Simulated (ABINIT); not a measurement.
WC (Qusongite):

```
W C
1.0
     2.90650    0.00000    0.00000
    -1.45325    2.51710    0.00000
     0.00000    0.00000    2.83660
W C
1 1
Cartesian
  0.0000 0.0000 0.0000
  1.4533 0.8390 1.4183
```

Base run:

- Program: ABINIT 10.8.3 (patched build)
- Functional: RPBE
- Potentials or basis: JTH PAW PBE v2.0
- Cutoff: 517 eV
- k mesh: 10 × 10 × 9
- Occupations: fermi-dirac, width 0.05 eV
- Spin: spin-orbit coupling, no magnetisation

Its results: band gap on the k mesh none (metal or under the smearing width); pressure 11.2 GPa.

Problem. The run is repeated on the same cell with these changes: functional from RPBE to WC. What comes out?

Solution. Band gap on the k mesh none (metal or under the smearing width); pressure -0.1 GPa.

WC binds more tightly than RPBE, so the same cell stands under less pressure.

Caveats: the PAW data sets were made with another functional, which shifts forces and pressure a little.

Not every run made on this cell is shown here.
